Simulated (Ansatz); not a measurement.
# BP (F-43m): equation of state

An exercise on one series of results from a longer session: the logs are not shown, and one member is left open.

Program: Ansatz 0.2.0. Level of theory: DFT PBE, scalar-relativistic, plane waves, PAW. These are calculated values, not measurements.

**Starting point**

The structure is cubic, space group F-43m (No. 216). The conventional cell has a = 4.548 Å, b = 4.548 Å, c = 4.548 Å, α = 90.00°, β = 90.00°, γ = 90.00°. B (site symmetry -43m) is surrounded by 4 P at 1.97 Å. P (site symmetry -43m) has 4 B at 1.97 Å in its first shell of neighbours.

Structure file:

```cif
data_structure
_symmetry_space_group_name_H-M 'F-43m'
_symmetry_Int_Tables_number 216
_cell_length_a 4.5484
_cell_length_b 4.5484
_cell_length_c 4.5484
_cell_angle_alpha 90.000
_cell_angle_beta 90.000
_cell_angle_gamma 90.000
_cell_volume 94.10
loop_
_atom_site_label
_atom_site_type_symbol
_atom_site_symmetry_multiplicity
_atom_site_Wyckoff_symbol
_atom_site_fract_x
_atom_site_fract_y
_atom_site_fract_z
_atom_site_occupancy
B1 B 4 a 0.00000 0.00000 0.00000 1
P1 P 4 c 0.25000 0.25000 0.25000 1
```

This cell comes from an earlier session at PBE: 11.762 Å³/atom at 0.00 GPa, on a 12×12×12 mesh.

Volume factors to run: 0.980, 1.020, 0.960, 1.040.

The first run:

Contents of input.yaml:

```yaml
crystal:
  lattice:
    - [0.0, 2.2589476774, 2.2589476774]
    - [2.2589476774, 0.0, 2.2589476774]
    - [2.2589476774, 2.2589476774, 0.0]
  atoms:
    - { symbol: B, position: [0.0, 0.0, 0.0] }
    - { symbol: P, position: [0.75, 0.75, 0.75] }
basis:
  ecutwfc: 420
  ecutrho_ratio: 4
kpoints:
  mp_grid: { grid: [12, 12, 12] }
hamiltonian:
  xc: pbe
scf:
  occupations: { method: gaussian, width: 0.05 }
output:
  forces: true
  stress: true
  eigenvalues: true
```

The run is started by

```
ansatz run input.yaml --threads 4 --pin off --max-ram 7168MiB --backend cpu --events-out ev --progress --plain --runs-dir out
```

Among the steps run: Scaling the volume by 0.980; Volume × 1.020; Scaling the volume by 0.960; At 1.040 of the relaxed volume.

One of the session's tables, all rows but one given; the rest of the session is left out.

It belongs to the step «The fit». 

| volume (Å³/atom) | energy (meV/atom) | pressure (GPa) | gap (eV) |
| --- | --- | --- | --- |
| 11.292 | 10.16 | 7.14 | 1.19 |
| 11.527 | 2.46 | 3.40 | 1.22 |
| 11.762 | 0.00 | 0.00 | 1.25 |
| 11.998 | ? | ? | ? |
| 12.233 | 8.94 | -5.89 | 1.30 |

Estimate the missing values for volume (Å³/atom) = 11.998.

Worked estimate for «energy (meV/atom)». A straight line through the neighbours (11.762, 0.00) and (12.233, 8.94) gives 0.00 + (8.94 − 0.00) × (11.998 − 11.762) / (12.233 − 11.762) = 4.48; a parabola fitted to 3 rows on both sides gives 2.17.

As computed: energy (meV/atom): 2.31; pressure (GPa): -3.09; gap (eV): 1.28. In «energy (meV/atom)» the line misses by +2.17 and the parabola by -0.14.
